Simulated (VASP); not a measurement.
A run of VASP 6.6.1 is set up as follows.

INCAR

```
SYSTEM = ZnH
  PREC = Accurate
  ENCUT = 520
  EDIFF = 1E-6
  ISMEAR = -1
  SIGMA = 0.05
  LREAL = .FALSE.
  LASPH = .TRUE.
  NELM = 100
  ALGO = Normal
  ISIF = 2
  LWAVE = .FALSE.
  LCHARG = .FALSE.
  GGA = 91
  NBANDS = 14
```

File KPOINTS:

```
regular mesh
0
G
  10 10 10
  0 0 0
```

Contents of POSCAR:

```
ZnH
1.0
    0.0000000000      2.2159400000      2.2159400000
    2.2159400000      0.0000000000      2.2159400000
    2.2159400000      2.2159400000      0.0000000000
Zn H
1 1
Direct
    0.0000000000      0.0000000000      0.0000000000
    0.2500000000      0.2500000000      0.2500000000
```

Contents of KPOINTS_OPT:

```
path GXWKGLUWLK,UX
20
line-mode
reciprocal
 0.0000000000  0.0000000000  0.0000000000  G
 0.5000000000  0.0000000000  0.5000000000  X

 0.5000000000  0.0000000000  0.5000000000  X
 0.5000000000  0.2500000000  0.7500000000  W

 0.5000000000  0.2500000000  0.7500000000  W
 0.3750000000  0.3750000000  0.7500000000  K

 0.3750000000  0.3750000000  0.7500000000  K
 0.0000000000  0.0000000000  0.0000000000  G

 0.0000000000  0.0000000000  0.0000000000  G
 0.5000000000  0.5000000000  0.5000000000  L

 0.5000000000  0.5000000000  0.5000000000  L
 0.6250000000  0.2500000000  0.6250000000  U

 0.6250000000  0.2500000000  0.6250000000  U
 0.5000000000  0.2500000000  0.7500000000  W

 0.5000000000  0.2500000000  0.7500000000  W
 0.5000000000  0.5000000000  0.5000000000  L

 0.5000000000  0.5000000000  0.5000000000  L
 0.3750000000  0.3750000000  0.7500000000  K

 0.6250000000  0.2500000000  0.6250000000  U
 0.5000000000  0.0000000000  0.5000000000  X
```

Potentials or basis: VASP PAW PBE potentials, release 64 (Zn, H).

Run with:

```console
$ cat potpaw_PBE.64/Zn/POTCAR potpaw_PBE.64/H/POTCAR > POTCAR
$ mpirun -np 1 vasp_std > vasp.out
```

Q: Predict the pressure.

A: 0.4 GPa.

Q: What does it give for the band gap along the path?

A: None (metal or under the smearing width).

Levels at the corners of the path, in eV from the Fermi level:
```csv
point,band 4,band 5,band 6,band 7,band 8,band 9,band 10,band 11
Γ,-7.56,-7.32,-7.32,6.27,12.78,12.78,12.78,14.96
X,-7.16,-7.16,-4.76,-0.58,5.37,5.37,5.42,9.31
X,-7.16,-7.16,-4.76,-0.58,5.37,5.37,5.42,9.31
W,-7.30,-7.15,-3.79,0.11,1.17,2.45,12.72,15.79
W,-7.30,-7.15,-3.79,0.11,1.17,2.45,12.72,15.79
K,-7.26,-7.21,-4.14,-0.41,0.88,6.46,7.79,14.87
K,-7.26,-7.21,-4.14,-0.41,0.88,6.46,7.79,14.87
Γ,-7.56,-7.32,-7.32,6.27,12.78,12.78,12.78,14.96
Γ,-7.56,-7.32,-7.32,6.27,12.78,12.78,12.78,14.96
L,-7.18,-7.18,-5.46,-2.73,8.16,10.08,10.08,14.15
L,-7.18,-7.18,-5.46,-2.73,8.16,10.08,10.08,14.15
U,-7.26,-7.21,-4.14,-0.41,0.88,6.46,7.79,14.87
U,-7.26,-7.21,-4.14,-0.41,0.88,6.46,7.79,14.87
W,-7.30,-7.15,-3.79,0.11,1.17,2.45,12.72,15.79
W,-7.30,-7.15,-3.79,0.11,1.17,2.45,12.72,15.79
L,-7.18,-7.18,-5.46,-2.73,8.16,10.08,10.08,14.15
L,-7.18,-7.18,-5.46,-2.73,8.16,10.08,10.08,14.15
K,-7.26,-7.21,-4.14,-0.41,0.88,6.46,7.79,14.87
U,-7.26,-7.21,-4.14,-0.41,0.88,6.46,7.79,14.87
X,-7.16,-7.16,-4.76,-0.58,5.37,5.37,5.42,9.31
```

Caveat: the PAW data sets were made with another functional, which shifts forces and pressure a little.
